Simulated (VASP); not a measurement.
# VASP 6.6.1 run: GaSb

INCAR

```
LWAVE = .FALSE.
IBRION = 2
SIGMA = 0.02
NBANDS = 16
LCHARG = .FALSE.
ISIF = 3
PREC = Accurate
LASPH = .TRUE.
GGA = CA
ISMEAR = -1
EDIFFG = -5E-3
EDIFF = 1E-7
ENCUT = 600
NSW = 40
NELM = 120
LREAL = .FALSE.
```

KPOINTS

```
KPOINTS created by Atomic Simulation Environment
0
Monkhorst-Pack
6 6 6
0 0 0
```

POSCAR

```
Ga Sb
 1.0000000000000000
    -0.0000000000000000    3.1090646161194466    3.1090646161194466
     3.1090646161194466    0.0000000000000000    3.1090646161194466
     3.1090646161194466    3.1090646161194466    0.0000000000000000
 Ga  Sb
   1   1
Cartesian
  0.0000000000000000  0.0000000000000000  0.0000000000000000
  1.5545323080597233  1.5545323080597233  1.5545323080597233
```

The recommended LDA PAW datasets give the neutral cell 18 valence electrons.

Command

```
mpirun -np 1 vasp_std
```

OSZICAR

```
N       E                     dE             d eps       ncg     rms          rms(c)
DAV:   1     0.884689996969E+02    0.88469E+02   -0.91222E+03   912   0.145E+03
DAV:   2    -0.141645489790E+01   -0.89885E+02   -0.86295E+02  1152   0.323E+02
DAV:   3    -0.857907763051E+01   -0.71626E+01   -0.71483E+01  1040   0.693E+01
DAV:   4    -0.872241883213E+01   -0.14334E+00   -0.14332E+00  1160   0.110E+01
DAV:   5    -0.872586165968E+01   -0.34428E-02   -0.34428E-02  1096   0.149E+00    0.309E+00
DAV:   6    -0.864880933739E+01    0.77052E-01   -0.68895E-02  1320   0.396E+00    0.177E+00
DAV:   7    -0.861822701651E+01    0.30582E-01   -0.40446E-02  1048   0.153E+00    0.290E-01
DAV:   8    -0.861776852845E+01    0.45849E-03   -0.41954E-03  1104   0.741E-01    0.800E-02
DAV:   9    -0.861785915041E+01   -0.90622E-04   -0.33021E-04  1200   0.162E-01    0.353E-02
DAV:  10    -0.861785271801E+01    0.64324E-05   -0.13456E-05  1176   0.348E-02    0.117E-02
...
       N       E                     dE             d eps       ncg     rms          rms(c)
DAV:   1    -0.875237150042E+01   -0.82612E-01   -0.97874E-01  1128   0.162E+01    0.157E+00
DAV:   2    -0.869179009244E+01    0.60581E-01   -0.10098E-01  1104   0.560E+00    0.726E-01
DAV:   3    -0.867640370528E+01    0.15386E-01   -0.16641E-02  1152   0.204E+00    0.155E-01
DAV:   4    -0.867482759321E+01    0.15761E-02   -0.17985E-03  1136   0.562E-01    0.552E-02
DAV:   5    -0.867467608348E+01    0.15151E-03   -0.10845E-04  1008   0.119E-01    0.175E-02
DAV:   6    -0.867467028392E+01    0.57996E-05   -0.31438E-05  1184   0.943E-02    0.517E-03
DAV:   7    -0.867467023201E+01    0.51919E-07   -0.13001E-06  1096   0.114E-02    0.276E-03
DAV:   8    -0.867467025358E+01   -0.21573E-07   -0.65229E-08   768   0.215E-03
   3 F= -.86746703E+01 E0= -.86746702E+01  d E =-.568152E-01
```

From OUTCAR

```
k-points           NKPTS =     28   k-points in BZ     NKDIM =     28   number of bands    NBANDS=     16

   NELECT =      18.0000    total number of electrons

   dimension x,y,z NGX =    36 NGY =   36 NGZ =   36
   dimension x,y,z NGXF=    72 NGYF=   72 NGZF=   72

  energy-cutoff  :      600.00
  volume of cell :       55.51
      direct lattice vectors                 reciprocal lattice vectors
     0.000000000  3.027781038  3.027781038    -0.165137437  0.165137437  0.165137437
     3.027781038  0.000000000  3.027781038     0.165137437 -0.165137437  0.165137437
     3.027781038  3.027781038  0.000000000     0.165137437  0.165137437 -0.165137437

 k-points in reciprocal lattice and weights: KPOINTS created by Atomic Simulation Env
   0.08333333  0.08333333  0.08333333       0.009
   0.25000000  0.08333333  0.08333333       0.028
   0.41666667  0.08333333  0.08333333       0.028
  -0.41666667  0.08333333  0.08333333       0.028
  -0.25000000  0.08333333  0.08333333       0.028
  -0.08333333  0.08333333  0.08333333       0.028
   0.25000000  0.25000000  0.08333333       0.028
   0.41666667  0.25000000  0.08333333       0.056
   ...

 E-fermi :   5.1482

 k-point     1 :       0.0833    0.0833    0.0833
  band No.  band energies     occupation
      1     -10.2094      2.00000
      2     -10.2064      2.00000
      3     -10.2064      2.00000
      4     -10.1533      2.00000
      5     -10.1533      2.00000
      6      -6.6599      2.00000
      7       3.6834      2.00000
      8       4.8694      2.00000
      9       4.8694      2.00000
     10       5.9345      0.00000
     11       7.9178      0.00000
     12       7.9178      0.00000
     13       8.0100      0.00000
     14      11.0710      0.00000
     15      13.0659      0.00000
     16      13.0659      0.00000

 k-point     2 :       0.2500    0.0833    0.0833
  band No.  band energies     occupation
      1     -10.2197      2.00000
      2     -10.2028      2.00000
      3     -10.2010      2.00000
      4     -10.1544      2.00000
      5     -10.1530      2.00000
      6      -6.2752      2.00000
      7       1.6640      2.00000
      8       3.7067      2.00000
      9       4.6337      2.00000
     10       6.4430      0.00000
     11       8.2503      0.00000
     12       8.4330      0.00000
     13       9.5967      0.00000
     14      11.9928      0.00000
     15      12.3331      0.00000
     16      12.9504      0.00000

 k-point     3 :       0.4167    0.0833    0.0833
  band No.  band energies     occupation
      1     -10.2340      2.00000
      2     -10.1968      2.00000
      3     -10.1960      2.00000
      4     -10.1542      2.00000
      5     -10.1530      2.00000
      6      -5.4474      2.00000
      7      -0.6509      2.00000
      8       3.1667      2.00000
      9       4.0049      2.00000
     10       6.1036      0.00000
     11       8.7751      0.00000
     12       8.7874      0.00000
     13      11.3400      0.00000
     14      12.4292      0.00000
     15      12.7487      0.00000
     16      14.5849      0.00000

 ...

  Total       -0.0003694     -0.0003694     -0.0003694      0.0000000      0.0000000      0.0000000
  in kB       -0.0106599     -0.0106599     -0.0106599      0.0000000      0.0000000      0.0000000
  external PRESSURE =      -0.0106599 kB  Pullay stress =       0.0000000 kB

 POSITION                                       TOTAL-FORCE (eV/Angst)
 -----------------------------------------------------------------------------------
      0.00000      0.00000      0.00000        -0.000000      0.000000      0.000000
      1.51389      1.51389      1.51389         0.000000     -0.000000     -0.000000
 -----------------------------------------------------------------------------------
    total drift:                               -0.000000     -0.000000     -0.000000

  FREE ENERGIE OF THE ION-ELECTRON SYSTEM (eV)
  ---------------------------------------------------
  free  energy   TOTEN  =        -8.6746702536 eV

  energy  without entropy=       -8.6746702345  energy(sigma->0) =       -8.67467024
```

```json
{"ionic step": "1", "ΔE (meV/atom)": "0.0", "volume (Å³)": "60.11", "largest force (eV/Å)": "0.000", "pressure (GPa)": "-3.68", "electronic steps": "12"}
{"ionic step": "2", "ΔE (meV/atom)": "-26.0", "volume (Å³)": "54.29", "largest force (eV/Å)": "0.000", "pressure (GPa)": "1.32", "electronic steps": "9"}
{"ionic step": "3", "ΔE (meV/atom)": "-28.4", "volume (Å³)": "55.51", "largest force (eV/Å)": "0.000", "pressure (GPa)": "0.00", "electronic steps": "8"}
```

It converged. Results: relaxed cell vector lengths 4.282, 4.282, 4.282 Å; relaxed cell volume 55.51 Å³.

The shifted mesh misses Γ, so a band edge there is missed.

For comparison, a separate LDA relaxation on usual settings, not on those above, ends at 55.45 Å³.

The run above took about 85 s on one core of a shared host (Intel Xeon Platinum 8488C) and held 0.2 GiB at most.
